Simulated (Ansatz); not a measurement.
**I (beta tin type): how the settings move a single-point run**

Aim: see which settings change the result for I (beta tin type), by how much, and at what cost.

Computed with Ansatz 0.2.0 (reference: DFT, PBE, PAW with Ansatz's default frozen-core files, scalar-relativistic, unless a step's input says otherwise).

## 1. The starting structure

Symmetry: I4_1/amd, No. 141, tetragonal system. Conventional cell: a = 6.009 Å, b = 6.009 Å, c = 3.620 Å, α = 90.00°, β = 90.00°, γ = 90.00°. I (site symmetry -4m2) has 4 I at 3.14 Å as nearest neighbours.

As a file:

```
I
1.0
    -3.00453    3.00453    1.81001
     3.00453   -3.00453    1.81001
     3.00453    3.00453   -1.81001
I
2
Direct
  0.62500 0.87500 0.75000
  0.37500 0.12500 0.25000
```

## 2. Baseline

Contents of input.yaml:

```yaml
crystal:
  lattice:
    - [-3.0045269499, 3.0045269499, 1.8100144941]
    - [3.0045269499, -3.0045269499, 1.8100144941]
    - [3.0045269499, 3.0045269499, -1.8100144941]
  atoms:
    - { symbol: I, position: [-0.375, -0.125, -0.25] }
    - { symbol: I, position: [0.375, 0.125, 0.25] }
kpoints:
  mp_grid: { grid: [12, 12, 12] }
scf:
  occupations: { method: fermi_dirac, width: 0.1 }
hamiltonian:
  xc: pbe
  pseudopotentials: { kind: paw }
output:
  forces: true
  stress: true
  eigenvalues: true
  populations: true
```

The run is started by

```console
$ ansatz run input.yaml --threads 1 --pin off --max-ram 2048MiB --backend cpu --events-out ev --progress --plain --runs-dir out
```

## 3. Changing settings: preconditioner none, xc r2scan

Changes to input.yaml since step 2:

```diff
@@ -12,4 +12,5 @@
   occupations: { method: fermi_dirac, width: 0.1 }
+  mixing: { preconditioner: none }
 hamiltonian:
-  xc: pbe
+  xc: r2scan
   pseudopotentials: { kind: paw }
@@ -20 +21,5 @@
   populations: true
+  write_density: true
+  write_potential: true
+  elf: true
+  volumetric_format: npy
```

Before running it: what results should come out? Wanted: for each run, ending; energy change; pressure; gap; force.

The runs gave:

```
                              run     ending   energy change  pressure (GPa)  gap (eV)  force (eV/Å)  cycles  time
                        reference  converged               -             8.8      0.00          0.00       6  14 s
1: preconditioner none, xc r2scan  converged  not comparable             9.1      0.00          0.00       6  36 s
```

Times don't compare one to one where runs were asked for different outputs or read a saved state (see the inputs); cycles may leave out searches for a lower state.

Residual by cycle in the longest SCF loop of each run; runs are numbered as in the table. The quantity is the density residual dr2, in eV.

```
cycle  reference   run 1
    1     7.4e-4  0.0032
    2     2.6e-4  7.5e-4
    3     9.2e-5  2.3e-5
    4     9.3e-6  2.6e-6
    5     3.2e-7  1.5e-7
    6     7.8e-9  1.3e-8
```

**Reading.** After a change of functional the difference of the totals has no physical meaning; pressure, gap, moments and forces, where computed, barely move.
